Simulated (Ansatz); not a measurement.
# Cu3N: relaxed, then solved by several methods

Aim: relax Cu3N, then solve it with and without frozen cores. Methods of the runs shown: PAW and LAPW. Its runs: cell and atoms relaxed (PAW); the reference run (LAPW and PAW).

The COD entry's cell or inner coordinates are ideal or old and differ from later refinements, so a difference from it is no clean test against experiment.

Computed with Ansatz 0.2.0 (DFT PBE, with the methods named in each step, unless a step's input says otherwise).

**1. The system as given**

It takes space group Pm-3m (No. 221, cubic). The conventional cell has a = 3.807 Å, b = 3.807 Å, c = 3.807 Å, α = 90.00°, β = 90.00°, γ = 90.00°. Around Cu (site symmetry 4/mmm) lie 2 N at 1.90 Å. Around N (site symmetry m-3m) lie 6 Cu at 1.90 Å.

Coordinates:

```xyz
4
Lattice="3.8070 0.0000 0.0000 0.0000 3.8070 0.0000 0.0000 0.0000 3.8070" Properties=species:S:1:pos:R:3 pbc="T T T"
Cu    1.9035    0.0000    0.0000
Cu    0.0000    1.9035    0.0000
Cu    0.0000    0.0000    1.9035
N     0.0000    0.0000    0.0000
```

Atoms are numbered in the order of the input: Cu1, Cu2, Cu3, N4.

**2. Cell and atoms relaxed, PAW**

The input, input.yaml:

```yaml
crystal:
  lattice:
    - [3.807, 0.0, 0.0]
    - [0.0, 3.807, 0.0]
    - [0.0, 0.0, 3.807]
  atoms:
    - { symbol: Cu, position: [0.5, 0.0, 0.0] }
    - { symbol: Cu, position: [0.0, 0.5, 0.0] }
    - { symbol: Cu, position: [0.0, 0.0, 0.5] }
    - { symbol: "N", position: [0.0, 0.0, 0.0] }
kpoints:
  mp_grid: { grid: [10, 10, 10] }
scf:
  occupations: { method: fermi_dirac, width: 0.05 }
hamiltonian:
  xc: pbe
  pseudopotentials: { kind: paw }
output:
  forces: true
  stress: true
relax:
  f_tol: 0.005
  max_steps: 50
  cell: {}
```

Launch:

```
$ ansatz run input.yaml --threads 1 --pin off --max-ram 3072MiB --backend cpu --events-out ev --progress --plain --runs-dir out
```

After this run come: The relaxed cell, LAPW; The relaxed cell, PAW.

Before running it: what results should come out? Wanted: volume, relaxed; gap.

**Answer**, as computed:

```
             quantity                          value
volume, relaxed (PAW)          14.014 Å³/atom, Pm-3m
           gap (LAPW)  0.21 eV, indirect from R to M
```

What this shows: Relaxing changes the volume by +1.6 %, to 14.01 Å³/atom. A gap opens: 0.21 eV, indirect from R to M. It is the Kohn-Sham gap of a semilocal functional, which mostly lies below the gap found in experiment. PAW lies +0.05 GPa from LAPW in pressure and +0.01 eV in the gap.
